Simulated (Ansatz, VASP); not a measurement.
**One calculation of ZrC35 (a cell with a defect) (Graphite 2H), two programs**

```
C Zr
1.0
     7.41000    0.00000    0.00000
    -3.70500    6.41725    0.00000
     0.00000    0.00000    6.79000
C Zr
35 1
Direct
  0.00000 0.00000 0.00000
  0.00000 0.33333 0.00000
  0.00000 0.66667 0.00000
  0.33333 0.00000 0.00000
  0.33333 0.33333 0.00000
  0.33333 0.66667 0.00000
  0.66667 0.00000 0.00000
  0.66667 0.33333 0.00000
  0.66667 0.66667 0.00000
  0.00000 0.00000 0.50000
  0.00000 0.33333 0.50000
  0.00000 0.66667 0.50000
  0.33333 0.00000 0.50000
  0.33333 0.33333 0.50000
  0.33333 0.66667 0.50000
  0.66667 0.00000 0.50000
  0.66667 0.33333 0.50000
  0.66667 0.66667 0.50000
  0.11111 0.55556 0.00500
  0.11111 0.88889 0.00500
  0.44444 0.22222 0.00500
  0.44444 0.55556 0.00500
  0.44444 0.88889 0.00500
  0.77778 0.22222 0.00500
  0.77778 0.55556 0.00500
  0.77778 0.88889 0.00500
  0.22222 0.11111 0.50500
  0.22222 0.44444 0.50500
  0.22222 0.77778 0.50500
  0.55556 0.11111 0.50500
  0.55556 0.44444 0.50500
  0.55556 0.77778 0.50500
  0.88889 0.11111 0.50500
  0.88889 0.44444 0.50500
  0.88889 0.77778 0.50500
  0.11111 0.22222 0.00500
```

Alike in both runs: task electric field gradients; functional PBE; k mesh 3 × 3 × 3; occupations fermi-dirac, width 0.01 eV; no spin polarisation.

|  | VASP | Ansatz |
| --- | --- | --- |
| version | VASP 6.6.1 | Ansatz 0.2.0 |
| potentials or method | VASP PAW PBE potentials, release 64 (C, Zr_sv) | plane-wave PAW, scalar-relativistic |
| plane-wave cutoff (eV) | 520 | 420 |
| valence electrons in the cell | 152 | 152 |

|  | VASP | Ansatz | Ansatz less VASP |
| --- | --- | --- | --- |
| rms of the force components (eV/Å) | 6.145 | 6.009 | -0.1353 |
| Vzz of the field gradient on the site that differs most (V/Å²) | -454.5 | -508.1 | -53.61 |

The functional is the same, so the differences come from potentials, cutoffs and numerics. Ansatz warned: «gradients_without_spin_orbit».
